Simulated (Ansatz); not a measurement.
Relaxing N

All numbers below come from Ansatz, DFT PBE, scalar-relativistic, plane waves, PAW. Cutoff 420 eV, Γ-centred k mesh, Gaussian smearing, no spin polarisation in the final step.

This is the end of a relaxation of cell and atoms.

```yaml
crystal:
  lattice:
    - [6.11008, 0.00000, 0.00000]
    - [0.00000, 6.11008, 0.00000]
    - [0.00000, 0.00000, 6.11008]
  atoms:
    - { symbol: N, position: [0.05208, 0.05208, 0.05208] }
    - { symbol: N, position: [0.44792, 0.94792, 0.55208] }
    - { symbol: N, position: [0.55208, 0.44792, 0.94792] }
    - { symbol: N, position: [0.94792, 0.55208, 0.44792] }
    - { symbol: N, position: [0.94792, 0.94792, 0.94792] }
    - { symbol: N, position: [0.55208, 0.05208, 0.44792] }
    - { symbol: N, position: [0.44792, 0.55208, 0.05208] }
    - { symbol: N, position: [0.05208, 0.44792, 0.55208] }
```

Q: What space group does it have?

A: Pa-3 (No. 205). Conventional cell: a = 6.110 Å. N has 1 N at 1.10 Å.

Q: Is it a metal?

A: No, the gap on the 4×4×4 mesh is 7.67 eV.

The final run used a 4×4×4 mesh on its 8-atom cell and 0.02 eV smearing. No dispersion correction is applied, so the spacing between layers, chains or molecules is poorly fixed, and with it the volume and density.